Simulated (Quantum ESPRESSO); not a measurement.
The system is Zr, a slab with vacuum.

```
CELL_PARAMETERS angstrom
3.13501 0.00000 0.00000
-1.04500 2.95572 0.00000
0.00000 0.00000 25.23891
ATOMIC_POSITIONS crystal
Zr 0.50000 0.50000 0.29716
Zr 0.00000 0.00000 0.39858
Zr 0.50000 0.50000 0.50000
Zr 0.00000 0.00000 0.60142
Zr 0.50000 0.50000 0.70284
```

The slab is cut from a database's or a generator's crystal, which needn't be the stable form of the element.

A sound run:

```yaml
Program: Quantum ESPRESSO 7.5
Task: work function
Functional: PBE
Potentials_or_basis: PseudoDojo 0.4.1 SR PBE standard
Cutoff: 898 eV
Density_cutoff: 3592 eV
k_mesh: 9 × 9 × 1
Occupations: fermi-dirac, width 0.05 eV
Spin: no spin polarisation
```

It gives largest force 0.585 eV/Å; band gap on the k mesh none (metal or under the smearing width).

**Question.** What do these careless settings give instead: cutoff 449 eV in place of 898 eV; density cutoff 1796 eV in place of 3592 eV?

**Answer.** Largest force 0.602 eV/Å; band gap on the k mesh none (metal or under the smearing width). The run converged, but these numbers show the error of the settings and aren't properties of the slab.
